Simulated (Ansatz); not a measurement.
# Blue phosphorene bilayer (AA') in a perpendicular field, part 2 of 2

Aim: how the blue phosphorene bilayer (AA') screens a field along its normal, and what the field does to its bands. A positive field points along +c.

Ansatz 0.2.0; plane-wave DFT, PBE-D3(BJ), Ansatz PAW (the session's first sound run).

So far. Step 17 (Same geometry, cutoff 500 eV, functional r2SCAN (run 2)): The dipole is -0.0379 e·Å.

## Step 18: Response at this level

This step: plane-wave DFT, r2SCAN, Ansatz PAW; response to a field along the normal, atoms held (Ansatz 0.2.0).

The induced dipole is that of a conductor 7.49 Å thick.

## Step 19: Same geometry, cutoff 420 eV, functional HSE06

This step: plane-wave DFT, HSE06, Ansatz PAW (Ansatz 0.2.0).

The geometry is kept and the functional is HSE06; other changes against the main runs: SCF threshold 1.0e-10 → 1.0e-09 eV, k-mesh 18×18×1 → 6×6×1 and no dispersion term, which doesn't act on the electrons.

The input, input.yaml:

```yaml
crystal:
  lattice:
    - [3.2504088881, 0.0, 0.0]
    - [-1.625204444, 2.8149366698, 0.0]
    - [0.0, 0.0, 24.4128260518]
  atoms:
    - { symbol: P, position: [0.6666666667, 0.3333333333, 0.3686586707] }
    - { symbol: P, position: [0.3333333333, 0.6666666667, 0.4197043849] }
    - { symbol: P, position: [0.3333333333, 0.6666666667, 0.5802956151] }
    - { symbol: P, position: [0.6666666667, 0.3333333333, 0.6313413293] }
kpoints:
  mp_grid: { grid: [6, 6, 1] }
hamiltonian:
  xc: hse06
scf:
  occupations: { method: fermi_dirac, width: 0.02585 }
  convergence: { dr2_threshold: 1.0e-09 }
efield:
  axis: 3
  dipole_correction: true
  ramp_position: 0.97
  ramp_width: 0.06
  amplitude: 0.1
output:
  write_potential: true
  write_density: true
  volumetric_format: npy
```

The run is started by

```bash
ansatz run input.yaml --threads 2 --pin off --max-ram 3072MiB --backend cpu --events-out ev --progress --plain --runs-dir out
```

Wall time 89 s (2 threads of Arm Neoverse V2, shared host); peak memory 1.6 GiB; 62 s of CPU time.

A gap read on the k-mesh alone can miss the band edges.

The dipole is 0.0376 e·Å.

## Step 20: Same geometry, cutoff 420 eV, functional HSE06 (run 2)

Edit input.yaml of step 19 so:

```diff
@@ -22,3 +22,3 @@
   ramp_width: 0.06
-  amplitude: 0.1
+  amplitude: -0.1
 output:
```

It took 81 s on 2 threads; peak memory 1.6 GiB; 63 s of CPU time.

The dipole is -0.0376 e·Å.

## Step 21: Side by side

Times are for 2 threads of Arm Neoverse V2, shared host. Results by setting:

```tsv
no.	functional	field	dipole along the normal (e·Å)	time	memory (GiB)
1	lda	0.1 V/Å	0.03881	2.2 s	0.31
2	lda	-0.1 V/Å	-0.03880	2 s	0.31
3	pbe	0.1 V/Å	0.03832	2.2 s	0.33
4	pbe	-0.1 V/Å	-0.03831	2.1 s	0.32
5	r2scan	0.1 V/Å	0.03787	6.7 s	0.62
6	r2scan	-0.1 V/Å	-0.03786	11 s	0.63
7	hse06	0.1 V/Å	0.03756	89 s	1.6
8	hse06	-0.1 V/Å	-0.03756	81 s	1.6
```

## Step 22: Response at this level

This step: plane-wave DFT, HSE06, Ansatz PAW; response to a field along the normal, atoms held (Ansatz 0.2.0).

The induced dipole is that of a conductor 7.43 Å thick.

## Step 23: The same run with other settings

This step: plane-wave DFT, PBE-D3(BJ), Ansatz PAW (Ansatz 0.2.0).

A run with a changed input: it repeats the earlier run at 0.03 V/Å with efield.dipole_correction from true to false and efield.amplitude from 0.03 to -0.3.

input.yaml, the sections that differ from step 20:

```yaml
kpoints:
  mp_grid: { grid: [18, 18, 1] }
  band_path:
    path: [[0, 0, 0], [0.5, 0, 0], [0.33333333, 0.33333333, 0], [0, 0, 0]]
    npoints: 16
hamiltonian:
  xc: pbe
  dispersion: d3bj
scf:
  occupations: { method: fermi_dirac, width: 0.02585 }
  convergence: { dr2_threshold: 1.0e-10 }
efield:
  axis: 3
  dipole_correction: false
  ramp_position: 0.97
  ramp_width: 0.06
  amplitude: -0.3
# crystal, output: as in step 20
```

Wall time 18 s (2 threads); peak memory 0.44 GiB.

```tsv
quantity	this run	earlier run	difference
dipole along the normal (e·Å)	-0.1667	0.01146	-0.18
gap along the path (eV)	1.193	1.483	-0.29
smallest direct gap along the path (eV)	1.460	1.781	-0.32
gap on the k-mesh (eV)	1.212	1.501	-0.29
```

The applied field differs, and the slope found earlier predicts a dipole of -0.115 e·Å; this run gives -0.167 e·Å, 0.052 e·Å less.

With the dipole correction off, the periodic images add a field of their own to the typed one.

Besides the dipole, what moves beyond 0.01 in its unit (for the dipole 0.5 % and 5e-5 e·Å): smallest direct gap along the path (-0.321 eV), gap along the path (-0.29 eV) and gap on the k-mesh (-0.289 eV).

These numbers are not those of the isolated slab.

## Step 24: The same run with other settings

Another changed input: it repeats the earlier run at 0.03 V/Å with kpoints.mp_grid.grid from [18, 18, 1] to [9, 9, 1], scf.mixing.algorithm to msr1 and scf.mixing.beta to 0.05.

Edit input.yaml of step 23 so:

```diff
@@ -11,3 +11,3 @@
 kpoints:
-  mp_grid: { grid: [18, 18, 1] }
+  mp_grid: { grid: [9, 9, 1] }
   band_path:
@@ -21,8 +21,9 @@
   convergence: { dr2_threshold: 1.0e-10 }
+  mixing: { algorithm: msr1, beta: 0.05 }
 efield:
   axis: 3
-  dipole_correction: false
+  dipole_correction: true
   ramp_position: 0.97
   ramp_width: 0.06
-  amplitude: -0.3
+  amplitude: 0.03
 output:
```

Wall time 12 s (2 threads); peak memory 0.34 GiB; 11 s of CPU time.

```tsv
quantity	this run	earlier run	difference
dipole along the normal (e·Å)	0.01147	0.01146	7.2e-6
gap along the path (eV)	1.483	1.483	1.1e-4
smallest direct gap along the path (eV)	1.781	1.781	5.7e-5
gap on the k-mesh (eV)	1.531	1.501	0.030
```

What moves beyond 0.01 in its unit (for the dipole 0.5 % and 5e-5 e·Å): gap on the k-mesh (+0.0297 eV).

The change shows in the results, which are not taken further.

## Step 25: Results

```yaml
gap_without_field: 1.49 eV
ionisation_energy_upper_face: 5.86 eV
electron_affinity_upper_face: 4.38 eV
equivalent_conductor_thickness_atoms_held: 7.56 Å
equivalent_conductor_thickness_lda: 7.67 Å
equivalent_conductor_thickness_pbe: 7.58 Å
equivalent_conductor_thickness_r2scan: 7.49 Å
equivalent_conductor_thickness_hse06: 7.43 Å
```

What this shows: The induced dipole equals that of a perfect conductor 7.56 Å thick, while the outer atoms lie 6.41 Å apart; an out-of-plane ε follows only once a thickness t is chosen, by 1 − 1/ε = 7.56 Å / t. The gap goes from 1.49 eV to 1.37 eV at -0.25 V/Å. Across the functionals the thickness runs from 7.43 to 7.67 Å; those runs use a coarser k-mesh, so they are to be compared with each other. With the field reversed the gap is 1.37 eV at 0.25 V/Å. Semilocal functionals give gaps that are too small, and excitons are not included.

[Logs are printed without paths, hosts, clocks, repeated set-up lines and the standing remarks that a program may print on its own settings, such as how far it seeks lower states.]

[Hosts, paths, dates, database ids (printed as entryN), source tags and the programs' standing remarks are cut or masked in the printed files.]

[Maps of the electrostatic potential energy from Ansatz leave out the sawtooth potential of an applied field or a dipole correction, so their vacuum need not be flat; planar profiles and work functions include it.]
